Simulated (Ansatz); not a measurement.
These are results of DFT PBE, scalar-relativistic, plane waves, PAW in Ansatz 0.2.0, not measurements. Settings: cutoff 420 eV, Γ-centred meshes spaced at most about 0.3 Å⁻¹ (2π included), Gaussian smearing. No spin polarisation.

All energies are static (0 K, no zero-point motion).

Two forms of Al3InAs4 were relaxed alike.

A. Space group I-42m (No. 121), tetragonal, a = 5.837 Å, c = 11.657 Å. Al on a site of symmetry -4 is surrounded by 4 As at 2.49 Å; around Al on a site of symmetry -42m lie 4 As at 2.48 Å; In has 4 As at 2.65 Å; As has 3 Al at 2.48–2.49 Å and 1 In at 2.65 Å.

B. Space group P-4m2 (No. 115), tetragonal, a = 4.125 Å, c = 11.693 Å. Al on a site of symmetry 2mm has 4 As at 2.48–2.50 Å; Al on a site of symmetry -4m2 has 4 As at 2.50 Å; In is surrounded by 4 As at 2.64 Å; around As on its first site lie 4 Al at 2.50 Å; around As on its second site lie 2 Al at 2.48 Å and 2 In at 2.64 Å.

Task: Which placement of the atoms is lower in energy, and by how much?

Result: A is lower, by 7 meV/atom. The two share one framework of sites and differ in which element sits where. A has Al and In ordered on zinc blende sites, space group I-42m (No. 121), 24.8 Å³/atom and a gap of 1.15 eV on its mesh; B has Al and In ordered on zinc blende sites, space group P-4m2 (No. 115), 24.9 Å³/atom and a gap of 1.03 eV. Counting As atoms around Al and In (those within 1.25 times the shortest such distance or 1.15 times the sum of covalent radii), A and B both have Al 4, In 4. Both come from invented guesses.

Kohn–Sham gaps at this level usually fall short of measured ones. Cells relaxed within their symmetry can be saddle points.
